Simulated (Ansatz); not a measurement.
AlSb (zinc blende)

```
CELL_PARAMETERS angstrom
      0.00000     3.11275     3.11275
      3.11275     0.00000     3.11275
      3.11275     3.11275     0.00000
ATOMIC_POSITIONS crystal
  Sb 0.75000 0.75000 0.75000
  Al 0.00000 0.00000 0.00000
```

In this cell atom 1 (Sb, nearest neighbour Al at 2.696 Å; its periodic images, 4.4 Å or more away, move with it) is moved by s along Cartesian [110], unit vector (0.707, 0.707, 0.000); all other atoms and the cell stay fixed.

Computed with PBE (plane waves to 420 eV, PAW, scalar-relativistic; Ansatz, a first-principles code). k mesh 10×10×10 (Γ-centred), Fermi-Dirac smearing 0.05 eV. F∥ is the force on the atom along that direction. AlSb was relaxed with its symmetry unable to fall. Spin-orbit coupling is left out, though Sb is heavy. 

```csv
s (Å),F∥ (eV/Å)
-0.270,2.051
-0.216,1.632
-0.162,1.219
-0.108,0.811
-0.054,0.405
0.000,0.000
0.054,-0.405
0.108,-0.811
0.162,-1.219
0.216,-1.632
0.270,-2.051
```

Problem. What is the force constant k = d²E/ds² of this move at s = 0?

Solution. 7.49 eV/Å². The forces along the line at the two nearest points give (0.405 − (-0.405)) / (2·0.054) = 7.50 eV/Å²; the next pair corrects for the finite step.

(For displaced atoms, the force is minus the slope of the energy, and its curvature is a force constant, which sets phonon frequencies.)
